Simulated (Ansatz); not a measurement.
**How BN stores the work of compression**

All numbers below come from Ansatz 0.2.0, DFT PBE, scalar-relativistic, plane waves, PAW. Run with 420 eV cutoff, 12×12×4 k-mesh, Gaussian smearing of 0.02 eV, no spin polarisation.

Starting point, cell and atoms relaxed:

```
B N
1.0
     2.51218    0.00000    0.00000
    -1.25609    2.17561    0.00000
     0.00000    0.00000    8.34316
B N
2 2
Cartesian
  0.0000 1.4504 2.0858
  1.2561 0.7252 6.2574
  0.0000 1.4504 6.2574
  1.2561 0.7252 2.0858
```

Cell and atoms were relaxed at each target pressure within the start's symmetry (P6_3/mmc), at zero temperature; other phases can be more stable under pressure. H = E + PV with P the target; E is the free energy at the smearing used, whose derivative the pressure is, per atom and counted from zero pressure. The mesh named is that at zero pressure; some other pressures ran on another.

```tsv
P (GPa)	V (Å³/atom)	E − E0 (meV)	H − H0 (meV)
0	11.400	0.0	0.0
1	9.905	3.4	65.2
4	8.781	18.4	237.6
12	7.766	64.9	646.6
25	6.997	150.5	1242.3
50	6.201	330.2	2265.5
90	5.498	629.3	3717.4
```

Problem. Thermodynamics gives dH/dP = V along a relaxed path. Integrate V over P by the trapezoid rule and compare with the computed enthalpies.

Solution. With 1 eV/Å³ = 160.22 GPa, each step adds the mean volume times ΔP / 160.22:
```tsv
P (GPa)	∫V dP (meV)	H − H0 (meV)	difference (meV)
1	66.5	65.2	1.3
4	241.4	237.6	3.8
12	654.6	646.6	8.0
25	1253.5	1242.3	11.2
50	2283.2	2265.5	17.7
90	3743.6	3717.4	26.2
```

V(P) curves upward, so the trapezoid rule runs high; integrating a smooth curve through the same points (P as a polynomial of degree 4 in ln V) puts that excess at about 25.0 meV at 90 GPa, against the 26.2 meV found.

Problem. At 90 GPa, how much of the enthalpy change is stored energy and how much is the PV term?

Solution. E rises by 629 meV/atom and PV is 90 × 5.498 / 160.22 = 3088 meV/atom, so PV makes 83 % of ΔH. So between rival structures at high pressure a small difference in volume can outweigh the difference in energy: 1 % of this volume is worth 30.9 meV/atom at this pressure.

Problem. What bulk modulus do the lowest pressures give, and how is the compression shared among the axes?

Solution. From the pressures that the runs reached, 0.01 GPa (11.400 Å³) and 0.98 GPa (9.905 Å³), B = −ΔP/Δln V = 0.97 / 0.1406 = 7 GPa, a mean over that range. Where layers or molecules are held by dispersion forces, this functional describes the zero-pressure volume and B poorly. The linear compressibilities −Δln(length)/ΔP are 1.04 along a, 1.04 along b, 142.96 along c (in TPa⁻¹). With fixed angles they add up to 1/B: 145.03 against 145.03. Softest: c, at 99 % of the volume change per axis.

Problem. The gap is 4.399 eV at 0.01 GPa and 4.407 eV at 0.98 GPa. What pressure coefficient and volume deformation potential follow?

Solution. dE_g/dP = 8.4 meV/GPa, and a_V = dE_g/d ln V = −B dE_g/dP = -0.06 eV. A gap that closes or barely moves under pressure is usual where the conduction edge lies away from the zone centre, has d character, or where the bands broaden faster than they shift. The band edges lie at other k points in the two runs, so this is a mean over different edges. Gaps are Kohn–Sham gaps over the whole zone.